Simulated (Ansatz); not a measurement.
The system is Al.

```
Al
1.0
     4.49160    0.00000    0.00000
    -2.24580    3.88984    0.00000
     0.00000    0.00000    2.72260
Al
2
Direct
  0.33333 0.66667 0.00000
  0.66667 0.33333 0.00000
```

The cell was built by a generator and needn't be a form met in nature.

| Quantity | Value |
| --- | --- |
| Program | Ansatz 0.2.0 |
| Task | relaxation of cell and atoms |
| Functional | PBEsol0 |
| Potentials or basis | Ansatz PAW |
| Cutoff | 420 eV (not typed: the program's choice for these potentials) |
| k mesh | 4 × 4 × 5 |
| Occupations | fermi-dirac, width 0.05 eV |
| Spin | no spin polarisation |

At the start: volume 23.78 Å³/atom.

**Question.** How do energy, volume and symmetry change on relaxing?

**Answer.** It ends after 5 steps and the volume is 24.41 Å³/atom (+2.6 %); space group P6/mmm (No. 191, to 0.05 Å).

The path:
```csv
step,energy change (eV),largest force (eV/Å),volume (Å³)
1,0.0000,0.0000,47.57
2,-0.0067,0.0000,48.82
3,-0.0071,0.0000,48.80
4,-0.0071,0.0000,48.83
5,-0.0074,0.0000,48.83
```

Final structure:
```xyz
2
Lattice="4.5139 0.0000 0.0000 -2.2569 3.9091 0.0000 0.0000 0.0000 2.7670" Properties=species:S:1:pos:R:3 pbc="T T T"
Al    0.0000    2.6061    0.0000
Al    2.2569    1.3030    0.0000
```

Caveat: the k mesh is coarse (spacing up to 0.46 Å⁻¹), so the values aren't converged, least of all with exact exchange; the plane-wave basis is chosen anew once the cell has moved, so the energies of steps on either side of that aren't comparable; the PAW data sets come from PBE, with cores solved anew for the run's functional, which leaves a small shift of forces and pressure.
